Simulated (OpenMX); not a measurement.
**ZnO (zincite) under changes of volume**

One of the cells (11.900 Å³/atom); the others are scaled copies at fixed shape and fractional positions:

```
Zn O
1.0
     3.24931    0.00000    0.00000
    -1.62465    2.81398    0.00000
     0.00000    0.00000    5.20571
Zn O
2 2
Direct
  0.66667 0.33333 0.00000
  0.33333 0.66667 0.50000
  0.33333 0.66667 0.87901
  0.66667 0.33333 0.37901
```

| Property | Result |
| --- | --- |
| Program | OpenMX 3.8.5 |
| Functional | LDA |
| Potentials or basis | OpenMX 2013 LDA set, Zn6.0H-s3p2d2, O6.0-s2p2d1, fixed grid of 36 × 36 × 70 points |
| k mesh | 9 × 9 × 5 |
| Occupations | fermi-dirac, width 0.05 eV |
| Spin | no spin polarisation |

```tsv
volume (Å³/atom)	energy over the lowest point (meV/atom)	gap on the mesh (eV)	largest force (eV/Å)
11.186	2.83	1.35	0.052
11.424	0.00	1.30	0.047
11.662	?	?	?
11.900	9.24	1.20	0.034
12.138	20.00	1.14	0.030
12.376	34.73	1.09	0.023
12.614	52.37	1.04	0.019
```

Question: What does the run at 11.662 Å³/atom give?

Answer: Energy over the lowest point 2.53 meV/atom; gap on the mesh 1.25 eV; largest force 0.036 eV/Å.

Worked out: A Birch-Murnaghan fit of order 3 (a polynomial in V^(-2/3)) to the other rows has its minimum at 11.43 Å³/atom with B0 = V·E''(V) = 165 GPa and B' = 4.6 at fixed shape and positions, which overstates the stiffness. It gives 2.32 meV/atom at 11.662 Å³/atom, against the run's 2.53. A straight line through the other rows of the gap, of slope -2.6 eV per unit of ln V (its deformation potential), gives 1.25 eV, against the run's 1.25.

Energies are extrapolated to zero smearing.

Caveats: the basis of atomic orbitals isn't converged, which shifts pressures, moduli and gaps.
